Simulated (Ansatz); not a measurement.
BN built on the zincblende prototype, relaxed with r2SCAN in the PAW code Ansatz. It is cubic, F-43m (No. 216); a = 3.610 Å in the conventional setting, 5.88 Å³ an atom. B is surrounded by 4 N at 1.56 Å; N is surrounded by 4 B at 1.56 Å.

The axes x, y and z are those of this cell:
```
CELL_PARAMETERS angstrom
0.00000 1.80483 1.80483
1.80483 0.00000 1.80483
1.80483 1.80483 0.00000
ATOMIC_POSITIONS crystal
B 0.00000 0.00000 0.00000
N 0.25000 0.25000 0.25000
```

Unstrained: PBE gives an indirect gap of 4.477 eV, from Γ to X; the least direct gap is 8.852 eV at Γ. r2SCAN gives an indirect gap of 5.003 eV, from Γ to X; the least direct gap is 9.587 eV at Γ. HSE06 gives an indirect gap of 5.794 eV, from Γ to X; the least direct gap is 10.592 eV at Γ. Meshes: PBE 12×12×12, r2SCAN 12×12×12, HSE06 8×8×8. Strains are changes of length per length, and xy shears are angles. After each strain the atoms were relaxed again with r2SCAN within the symmetry that the strain leaves, so tilts or polar shifts that break it weren't tested; points keep the names that they have in the unstrained zone. No spin polarisation and no zero-point or thermal motion.

**Question.** Estimate what xy shear, engineering strain (angle) +0.89 % does to the gap.

**Answer.** PBE: the gap goes from 4.477 to 4.453 eV (-0.024 eV); with r2SCAN the top three valence levels at Γ, degenerate before, become 1+1+1 from the top over 38 meV. r2SCAN: the gap goes from 5.003 to 4.979 eV (-0.024 eV). HSE06: the gap goes from 5.794 to 5.774 eV (-0.020 eV). The r2SCAN energy rises by 0.7 meV an atom.

**Question.** Apply uniaxial -1.35 % along [111], other directions held. How far does the gap move, against the unstrained cell?

**Answer.** PBE: the gap goes from 4.477 to 4.439 eV (-0.038 eV); with r2SCAN the top three valence levels at Γ, degenerate before, become 1+2 from the top over 71 meV. r2SCAN: the gap goes from 5.003 to 4.968 eV (-0.035 eV). HSE06: the gap goes from 5.794 to 5.767 eV (-0.027 eV). The r2SCAN energy rises by 3.5 meV an atom.

**Question.** One strain changed the r2SCAN stress by xx -1.61, yy -1.61, zz -7.83 GPa (compression positive) and the gap by -0.097 eV (PBE), -0.101 eV (r2SCAN), -0.101 eV (HSE06). Which kind of strain was it, and roughly how large?

**Answer.** Uniaxial +0.96 % along z, other directions held. The pattern of the stress gives the kind; the size needs the stiffness, so it is an estimate.

The meshes of the hybrids are coarse, so their gaps aren't converged to the digits shown.

The splittings at Γ are without spin-orbit coupling, which regroups them where it is of like size or larger.
